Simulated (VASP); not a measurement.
# GaSb in VASP: work function with PBEsol

Aim: the work function of GaSb with PBEsol.

Everything below comes from runs of VASP 6.6.1. Logs are shortened: lines on timing, memory, paths and dates and some standing lists are left out, and cuts for length are marked.

## 1. The structure

The cell holds a slab with vacuum, 4 atoms: a = 6.118 Å, b = 4.326 Å, c = 18.163 Å, α = 90.00°, β = 90.00°, γ = 90.00°.

## 2. Work function, PBEsol

File INCAR:

```
PREC = Accurate ; ENCUT = 520
EDIFF = 1E-6 ; ISMEAR = 1
SIGMA = 0.1 ; LREAL = False
LASPH = True ; NELM = 80
ALGO = Fast ; ISIF = 2
LWAVE = False ; LCHARG = True
LDIPOL = True ; IDIPOL = 3
DIPOL = 0.5 0.5 0.500 ; GGA = PS
LVHAR = True ; LVACPOTAV = True
KPAR = 8
```

File KPOINTS:

```
Automatic mesh
0
Gamma
  6 8 1
```

File POSCAR:

```
GaSb                                    
1.0
    6.1180000000      0.0000000000      0.0000000000
    0.0000000000      4.3260792870      0.0000000000
    0.0000000000      0.0000000000     18.1630396440
  Ga              Sb            
     2     2
Direct
     0.5390714013626484    0.5000000000000000    0.4841489470933260
     0.0390714013626484    0.0000000000000000    0.5158510529066741
     0.7109285986373516    0.0000000000000000    0.4243286994883554
     0.2109285986373515    0.5000000000000000    0.5756713005116445
```

Potentials or basis: VASP PAW PBE potentials, release 64 (Ga_d, Sb).

Started as:

```sh
> cat potpaw_PBE.64/Ga_d/POTCAR potpaw_PBE.64/Sb/POTCAR > POTCAR
> mpirun -np 8 vasp_std > vasp.out
```

OUTCAR:

```text
PREC = Accurate
   ENCUT = 520
   EDIFF = 1E-6
   ISMEAR = 1
   LREAL = False
   LASPH = True
   NELM = 80
   ISIF = 2
   GGA = PS

 ion  position               nearest neighbor table
   1  0.539  0.500  0.484-   4 2.61   3 2.64   3 2.64
   2  0.039  0.000  0.516-   3 2.61   4 2.64   4 2.64
   3  0.711  0.000  0.424-   2 2.61   1 2.64   1 2.64
   4  0.211  0.500  0.576-   1 2.61   2 2.64   2 2.64

  LATTYP: Found a simple orthorhombic cell.
 ALAT       =     4.3260792870
 B/A-ratio  =     1.4142135625
 C/A-ratio  =     4.1984990193

  Lattice vectors:

 A1 = (   0.0000000000,  -4.3260792870,   0.0000000000)
 A2 = (   6.1180000000,   0.0000000000,   0.0000000000)
 A3 = (   0.0000000000,   0.0000000000,  18.1630396440)

Analysis of symmetry for initial positions (statically):
=====================================================================
 Subroutine PRICEL returns:
 Original cell was already a primitive cell.

 Routine SETGRP: Setting up the symmetry group for a
 simple orthorhombic supercell.

 Subroutine GETGRP returns: Found  4 space group operations
 (whereof  2 operations were pure point group operations)
 out of a pool of  8 trial point group operations.

The static configuration has the point symmetry C_1h.
 The point group associated with its full space group is C_2v.

Analysis of symmetry for dynamics (positions and initial velocities):
=====================================================================
 Subroutine PRICEL returns:
 Original cell was already a primitive cell.

 Routine SETGRP: Setting up the symmetry group for a
 simple orthorhombic supercell.

 Subroutine GETGRP returns: Found  4 space group operations
 (whereof  2 operations were pure point group operations)
 out of a pool of  8 trial point group operations.

The dynamic configuration has the point symmetry C_1h.
 The point group associated with its full space group is C_2v.

 Subroutine INISYM returns: Found  4 space group operations
 (whereof  2 operations are pure point group operations),
 and found     1 'primitive' translations

----------------------------------------------------------------------------------------

                                     Primitive cell

  volume of cell :     480.7203

  direct lattice vectors                    reciprocal lattice vectors
     6.118000000  0.000000000  0.000000000     0.163452109  0.000000000  0.000000000
     0.000000000  4.326079287  0.000000000     0.000000000  0.231156189  0.000000000
     0.000000000  0.000000000 18.163039644     0.000000000  0.000000000  0.055056864

  length of vectors
     6.118000000  4.326079287 18.163039644     0.163452109  0.231156189  0.055056864

  position of ions in fractional coordinates (direct lattice)
     0.539071401  0.500000000  0.484148947
     0.039071401  0.000000000  0.515851053
     0.710928599  0.000000000  0.424328699
     0.210928599  0.500000000  0.575671301

  ion indices of the primitive-cell ions
   primitive index   ion index
                 1           1
                 2           2
                 3           3
                 4           4

----------------------------------------------------------------------------------------

 KPOINTS: Automatic mesh

Automatic generation of k-mesh.
 Grid dimensions read from file:
 generate k-points for:    6    8    1

 Generating k-lattice:

  Cartesian coordinates                     Fractional coordinates (reciprocal lattice)
     0.027242018  0.000000000  0.000000000     0.166666667  0.000000000  0.000000000
     0.000000000  0.028894524  0.000000000     0.000000000  0.125000000  0.000000000
     0.000000000  0.000000000  0.055056864     0.000000000  0.000000000  1.000000000

  Length of vectors
     0.027242018  0.028894524  0.055056864

  Shift w.r.t. Gamma in fractional coordinates (k-lattice)
     0.000000000  0.000000000  0.000000000

 Subroutine IBZKPT returns following result:
 ===========================================

 Found     20 irreducible k-points:

 Following reciprocal coordinates:
            Coordinates               Weight
  0.000000  0.000000  0.000000      1.000000
  0.166667  0.000000  0.000000      2.000000
  0.333333  0.000000  0.000000      2.000000
  0.500000  0.000000  0.000000      1.000000
  0.000000  0.125000  0.000000      2.000000
  0.166667  0.125000  0.000000      4.000000
[... 12 lines left out ...]
  0.333333  0.500000  0.000000      2.000000
  0.500000  0.500000  0.000000      1.000000
   k-points           NKPTS =     20   k-points in BZ     NKDIM =     20   number of bands    NBANDS=     22
   number of dos      NEDOS =    301   number of ions     NIONS =      4
   total plane-waves  NPLWV = 215040
   dimension x,y,z NGX =    48 NGY =   32 NGZ =  140
   dimension x,y,z NGXF=    96 NGYF=   64 NGZF=  280
   ions per type =               2   2
   NGX,Y,Z   is equivalent  to a cutoff of  13.04, 12.30, 12.81 a.u.
   NGXF,Y,Z  is equivalent  to a cutoff of  26.09, 24.59, 25.63 a.u.
 SYSTEM =  unknown system
   PREC   = accura    normal or accurate (medium, high low for compatibility)
   ISTART =      0    job   : 0-new  1-cont  2-samecut
   ICHARG =      2    charge: 1-file 2-atom 10-const
   ISPIN  =      1    spin polarized calculation?
   LNONCOLLINEAR =      F non collinear calculations
   LSORBIT =      F    spin-orbit coupling
   LASPH  =      T    aspherical Exc in radial PAW
   ENCUT  =  520.0 eV  38.22 Ry    6.18 a.u.  11.38  8.04 33.77*2*pi/ulx,y,z
   NELM   =     80;   NELMIN=  2; NELMDL= -5     # of ELM steps
   EDIFF  = 0.1E-05   stopping-criterion for ELM
   LREAL  =      F    real-space projection
   EDIFFG = 0.1E-04   stopping-criterion for IOM
   NSW    =      0    number of steps for IOM
   IBRION =     -1    ionic relax: 0-MD 1-quasi-New 2-CG
   NFREE  =      0    steps in history (QN), initial steepest desc. (CG)
   ISIF   =      2    stress and relaxation
   ISYM   =      2    0-nonsym 1-usesym 2-fastsym
   POTIM  = 0.5000    time-step for ionic-motion
   TEBEG  =    0.0;   TEEND  =   0.0 temperature during run
   PSTRESS=    0.0 pullay stress
   NELECT =      36.0000    total number of electrons
   NUPDOWN=      -1.0000    fix difference up-down
   EMIN   =  10.00;   EMAX   =-10.00  energy-range for DOS
   EFERMI =   0.00;   METHOD = LEGACY
   ISMEAR =     1;   SIGMA  =   0.10  broadening in eV -4-tet -1-fermi 0-gaus
   EFERMI_NEDOS =   21; number of points for ismear=-14 and -15
   IALGO  =     68    algorithm
   IMIX   =      4    mixing-type and parameters
     AMIX     =   0.40;   BMIX     =  1.00
     AMIX_MAG =   1.60;   BMIX_MAG =  1.00
  volume/ion in A,a.u.               =     120.18       811.02
  Fermi-wavevector in a.u.,A,eV,Ry     =   0.690046  1.303998  6.478601  0.476164
  Thomas-Fermi vector in A             =   1.771304
   LORBIT       =      0    0 simple, 1 ext, 2 COOP (PROOUT), +10 PAW based schemes
   GGA     = PS    functional components
   LHFCALC =     F    Hartree Fock is set to
   AEXX    =    0.0000 exact exchange contribution
   IVDW    =     0    specifies the selected vdW correction
   LEPSILON=     F    determine dielectric tensor
   LRPA    =     F    only Hartree local field effects (RPA)
 non-spin polarized calculation
 RMM-DIIS sequential band-by-band and
 Methfessel and Paxton  Order N= 1 SIGMA  =   0.10
  energy-cutoff  :      520.00
  volume of cell :      480.72
 maximum number of plane-waves:     13020
 NGX is ok and might be reduce to    48
   NGX = 23   NGY = 17   NGZ = 67

 dipolmoment           0.000000      0.000000      0.000000 electrons x Angstroem

 number of electron      36.0000023 magnetization

 dipolmoment           0.000000      0.000000     -0.000000 electrons x Angstroem

 Free energy of the ion-electron system (eV)
  ---------------------------------------------------
  ext. energy  EPLUGINS =         0.00000000
  ---------------------------------------------------
  free energy    TOTEN  =       -14.74711499 eV

  energy without entropy =      -14.74731005  energy(sigma->0) =      -14.74718001

 E-fermi :  -2.5402     XC(G=0):  -2.9570

 val. band max:       -2.6195188955   @ k =   0.0000   0.0000   0.0000
 cond. band min:      -1.6729390035   @ k =   0.3333   0.0000   0.0000
 fundamental gap:      0.9465798919
 Fermi energy:        -2.5401895545

 k-point     1 :       0.0000    0.0000    0.0000
  band No.  band energies     occupation
      1     -17.4262      2.00000
      2     -17.3901      2.00000
      3     -17.3485      2.00000
      4     -17.3357      2.00000
      5     -17.3342      2.00000
      6     -17.3195      2.00000
[... 14 lines left out ...]
     21      -0.6193     -0.00000
     22       0.8937      0.00000

 k-point     2 :       0.1667    0.0000    0.0000
  band No.  band energies     occupation
      1     -17.4241      2.00000
      2     -17.3928      2.00000
      3     -17.3474      2.00000
      4     -17.3354      2.00000
      5     -17.3343      2.00000
      6     -17.3204      2.00000
[... 14 lines left out ...]
     21      -0.5085      0.00000
     22       0.7879      0.00000

 k-point     3 :       0.3333    0.0000    0.0000
  band No.  band energies     occupation
      1     -17.4180      2.00000
      2     -17.3999      2.00000
      3     -17.3446      2.00000
      4     -17.3380      2.00000
      5     -17.3309      2.00000
      6     -17.3229      2.00000
[... 14 lines left out ...]
     21      -0.1277      0.00000
     22       0.8880      0.00000

 k-point     4 :       0.5000    0.0000    0.0000
  band No.  band energies     occupation
      1     -17.4092      2.00000
      2     -17.4092      2.00000
      3     -17.3412      2.00000
      4     -17.3412      2.00000
      5     -17.3267      2.00000
      6     -17.3267      2.00000
[... 14 lines left out ...]
     21       0.4802      0.00000
     22       0.4802      0.00000

 k-point     5 :       0.0000    0.1250    0.0000
  band No.  band energies     occupation
      1     -17.4239      2.00000
      2     -17.3892      2.00000
      3     -17.3479      2.00000
      4     -17.3354      2.00000
      5     -17.3347      2.00000
      6     -17.3208      2.00000
[... 14 lines left out ...]
     21      -0.2054      0.00000
     22       0.7137      0.00000

 k-point     6 :       0.1667    0.1250    0.0000
  band No.  band energies     occupation
      1     -17.4219      2.00000
      2     -17.3919      2.00000
      3     -17.3473      2.00000
      4     -17.3360      2.00000
      5     -17.3339      2.00000
      6     -17.3215      2.00000
[... 14 lines left out ...]
     21      -0.1035      0.00000
     22       0.6243      0.00000

 k-point     7 :       0.3333    0.1250    0.0000
  band No.  band energies     occupation
      1     -17.4161      2.00000
      2     -17.3989      2.00000
      3     -17.3453      2.00000
      4     -17.3389      2.00000
      5     -17.3304      2.00000
      6     -17.3235      2.00000
[... 224 lines left out ...]
      6     -17.3275      2.00000
[... 14 lines left out ...]
     21       0.5802      0.00000
     22       0.5802      0.00000

 k-point    17 :       0.0000    0.5000    0.0000
  band No.  band energies     occupation
      1     -17.3988      2.00000
      2     -17.3988      2.00000
      3     -17.3411      2.00000
      4     -17.3411      2.00000
      5     -17.3307      2.00000
      6     -17.3307      2.00000
[... 14 lines left out ...]
     21      -0.1627      0.00000
     22      -0.1627      0.00000

 k-point    18 :       0.1667    0.5000    0.0000
  band No.  band energies     occupation
      1     -17.3991      2.00000
      2     -17.3991      2.00000
      3     -17.3431      2.00000
      4     -17.3431      2.00000
      5     -17.3298      2.00000
      6     -17.3298      2.00000
[... 14 lines left out ...]
     21      -0.1361      0.00000
     22      -0.1361      0.00000

 k-point    19 :       0.3333    0.5000    0.0000
  band No.  band energies     occupation
      1     -17.3998      2.00000
      2     -17.3998      2.00000
      3     -17.3465      2.00000
      4     -17.3465      2.00000
      5     -17.3285      2.00000
      6     -17.3285      2.00000
[... 14 lines left out ...]
     21      -0.0510      0.00000
     22      -0.0510      0.00000

 k-point    20 :       0.5000    0.5000    0.0000
  band No.  band energies     occupation
      1     -17.4002      2.00000
      2     -17.4002      2.00000
      3     -17.3481      2.00000
      4     -17.3481      2.00000
      5     -17.3279      2.00000
      6     -17.3279      2.00000
[... 14 lines left out ...]
     21      -0.0041      0.00000
     22      -0.0041      0.00000

------------------------ aborting loop because EDIFF is reached ----------------------------------------

  FORCE on cell =-STRESS in cart. coord.  units (eV):
  Direction    XX          YY          ZZ          XY          YZ          ZX
  --------------------------------------------------------------------------------------
  -------------------------------------------------------------------------------------
  Total       -0.4092945     -1.9525745      0.0011805      0.0000000      0.0000000      0.0000000
  in kB       -1.3641245     -6.5076728      0.0039343      0.0000000      0.0000000      0.0000000
  external PRESSURE =      -2.6226210 kB  Pullay stress =       0.0000000 kB

 VOLUME and BASIS-vectors are now :
 -----------------------------------------------------------------------------
  energy-cutoff  :      520.00
  volume of cell :      480.72
      direct lattice vectors                 reciprocal lattice vectors
     6.118000000  0.000000000  0.000000000     0.163452109  0.000000000  0.000000000
     0.000000000  4.326079287  0.000000000     0.000000000  0.231156189  0.000000000
     0.000000000  0.000000000 18.163039644     0.000000000  0.000000000  0.055056864

 POSITION                                       TOTAL-FORCE (eV/Angst)
 -----------------------------------------------------------------------------------
      3.29804      2.16304      8.79362         0.000502      0.000000      0.003077
      0.23904      0.00000      9.36942         0.000502      0.000000     -0.003077
      4.34946      0.00000      7.70710        -0.000502      0.000000     -0.001904
      1.29046      2.16304     10.45594        -0.000502      0.000000      0.001904
 -----------------------------------------------------------------------------------
    total drift:                                0.002742      0.000000     -0.000017

  FREE ENERGIE OF THE ION-ELECTRON SYSTEM (eV)
  ---------------------------------------------------
  free  energy   TOTEN  =       -14.7471149921 eV

  energy  without entropy=      -14.7473100502  energy(sigma->0) =      -14.74718001

 vacuum level on the upper side and lower side of the slab         2.215         2.215
```

It took 2.2 min on 8 MPI ranks of AMD EPYC 7R43 (Zen 3), shared host; peak memory 0.61 GiB.

Results:

| Property | Result |
| --- | --- |
| Free energy | -14.7471 eV |
| Largest force | 0.003 eV/Å |
| Band gap on the k mesh | 0.95 eV, indirect (least direct gap 1.24 eV) |
| Ionisation potential of the upper face | 4.83 eV |

Forces in eV/Å, atoms in the order of the input:
```
Ga   0.001  0.000  0.003
Ga   0.001  0.000 -0.003
Sb  -0.001  0.000 -0.002
Sb  -0.001  0.000  0.002
```

Caveat: the PAW data sets were made with another functional, which shifts forces and pressure a little; spin-orbit coupling is left out, which moves the levels of the heavy elements.
